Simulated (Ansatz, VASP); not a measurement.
One calculation of WC (Qusongite), two programs

INCAR

```
ALGO = Normal
EDIFF = 1E-7
EDIFFG = -0.005
ENCUT = 600
GGA = RE
IBRION = 2
ISIF = 3
ISMEAR = -1
LASPH = T
LCHARG = F
LREAL = F
LWAVE = F
NELM = 60
NSW = 60
PREC = Accurate
SIGMA = 0.05
```

The input KPOINTS:

```
k-points
0
Gamma
  10 10 9
```

POSCAR

```
WC
1.0
    2.9065000000      0.0000000000      0.0000000000
   -1.4532500000      2.5171028361      0.0000000000
    0.0000000000      0.0000000000      2.8366000000
W C
1 1
Direct
    0.0000000000      0.0000000000      0.0000000000
    0.6666666667      0.3333333333      0.5000000000
```

Contents of input.yaml:

```yaml
crystal:
  lattice:
    - [2.9065, 0.0, 0.0]
    - [-1.45325, 2.5171028361, 0.0]
    - [0.0, 0.0, 2.8366]
  atoms:
    - { symbol: W, position: [0.0, 0.0, 0.0] }
    - { symbol: C, position: [0.6666666667, 0.3333333333, 0.5] }
hamiltonian:
  xc: revpbe
  pseudopotentials: { kind: paw }
kpoints:
  mp_grid: { grid: [10, 10, 9] }
scf:
  occupations: { method: fermi_dirac, width: 0.05 }
output:
  forces: true
  stress: true
relax:
  f_tol: 0.01
  max_steps: 40
  cell: { stress_tol: 0.05 }
```

Alike in both runs: task relaxation of cell and atoms; functional revPBE; k mesh 10 × 10 × 9; occupations fermi-dirac, width 0.05 eV; no spin polarisation.

|  | VASP | Ansatz |
| --- | --- | --- |
| version | VASP 6.6.1 | Ansatz 0.2.0 |
| potentials or method | VASP PAW PBE potentials, release 64 (W_sv, C) | Ansatz PAW |
| plane-wave cutoff (eV) | 600 | 420 |
| valence electrons in the cell | 18 | 18 |

|  | VASP | Ansatz | Ansatz less VASP |
| --- | --- | --- | --- |
| relaxed volume (Å³/atom) | 10.64 | 10.61 | -0.025 |
| relaxed cell length with the largest relative difference (Å) | 2.856 | 2.853 | -0.0025 |
| energy change over the relaxation (meV/atom) | -8 | -6 | +1.4 |

Caveats: the PAW data sets were made with another functional, which shifts forces and pressure a little (VASP); the plane-wave basis is chosen anew once the cell has moved, so the energies of steps on either side of that aren't comparable (Ansatz); the PAW data sets come from PBE, with cores solved anew for the run's functional, which leaves a small shift of forces and pressure (Ansatz). Zero-point motion and thermal expansion aren't in these numbers. revPBE gives volumes clearly too large for solids.
